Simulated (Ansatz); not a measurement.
**HfO2: equation of state with PBE**

The system is HfO2.

```
CELL_PARAMETERS angstrom
0.00000 2.55750 2.55750
2.55750 0.00000 2.55750
2.55750 2.55750 0.00000
ATOMIC_POSITIONS crystal
Hf 0.00000 0.00000 0.00000
O 0.75000 0.75000 0.75000
O 0.25000 0.25000 0.25000
```

Measurements of this composition are mostly on another form, of space group No. 14.

```
Program             : Ansatz 0.2.0
Task                : equation of state
Functional          : PBE
Potentials or basis : Ansatz PAW
Cutoff              : 420 eV
Density cutoff      : 1680 eV
k mesh              : 9 × 9 × 9
Occupations         : fermi-dirac, width 0.05 eV
Spin                : no spin polarisation
```

| Item | Value |
| --- | --- |
| Equilibrium volume | 11.04 Å³/atom |
| Bulk modulus | 245 GPa |
| Pressure derivative of the bulk modulus | 3.9 |

Energy against volume, from the lowest point:
| volume (Å³/atom) | energy (meV/atom) |
| --- | --- |
| 10.483 | 22.58 |
| 10.706 | 7.29 |
| 10.929 | 0.01 |
| 11.152 | 0.00 |
| 11.375 | 6.54 |
| 11.598 | 19.08 |
| 11.821 | 36.96 |

All runs of the series together: 11 s on 2 threads of Arm Neoverse N1 (shared host).

Spin-orbit coupling is left out, which matters for the levels of Hf.
